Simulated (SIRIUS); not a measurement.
A run of SIRIUS 7.10.0:

File sirius.json:

```json
{
  "control": {
    "processing_unit": "cpu",
    "verbosity": 2,
    "num_bands_to_print": 18,
    "print_forces": true,
    "print_stress": true
  },
  "parameters": {
    "electronic_structure_method": "pseudopotential",
    "xc_functionals": ["XC_GGA_X_PW91", "XC_GGA_C_PW91"],
    "gk_cutoff": 9.8,
    "pw_cutoff": 19.6,
    "ngridk": [7, 7, 7],
    "shiftk": [0, 0, 0],
    "smearing": "fermi_dirac",
    "smearing_width": 0.0018374661,
    "num_bands": 18,
    "num_mag_dims": 1,
    "num_dft_iter": 100,
    "energy_tol": 1e-08,
    "density_tol": 1e-06
  },
  "iterative_solver": {
    "type": "davidson",
    "min_tolerance": 1e-09,
    "tolerance_scale": [0.1, 0.25]
  },
  "mixer": {
    "type": "anderson",
    "beta": 0.5,
    "max_history": 8
  },
  "settings": {
    "tol_ne": 1e-10,
    "pseudo_grid_cutoff": 6.5,
    "smooth_initial_mag": true
  },
  "unit_cell": {
    "lattice_vectors": [
      [0.0, 4.202576484738, 4.202576484738],
      [4.202576484738, 0.0, 4.202576484738],
      [4.202576484738, 4.202576484738, 0.0]
    ],
    "atom_coordinate_units": "lattice",
    "atom_types": ["Mn", "O"],
    "atom_files": {
      "O": "O.json",
      "Mn": "Mn.json"
    },
    "atoms": {
      "Mn": [
        [0.0, 0.0, 0.0, 0.0, 0.0, 4.0]
      ],
      "O": [
        [0.5, 0.5, 0.5, 0.0, 0.0, 0.0]
      ]
    }
  }
}
```

Potentials or basis: PseudoDojo 0.4.1 PBE standard (scalar relativistic).

Run with:

```bash
$ upf_to_json O.upf
$ upf_to_json Mn.upf
$ OMP_NUM_THREADS=1 sirius.scf --input=sirius.json --output=out.json --task=0
```

Hardware: 1 thread of Arm Neoverse V2 (shared host).

Task: Estimate the wall time of this run.

Result: Wall time 43 s on 1 thread of Arm Neoverse V2 (shared host), peak memory 0.3 GiB. Counts: scf iterations 14, k points 20, plane waves 2397, bands 18.
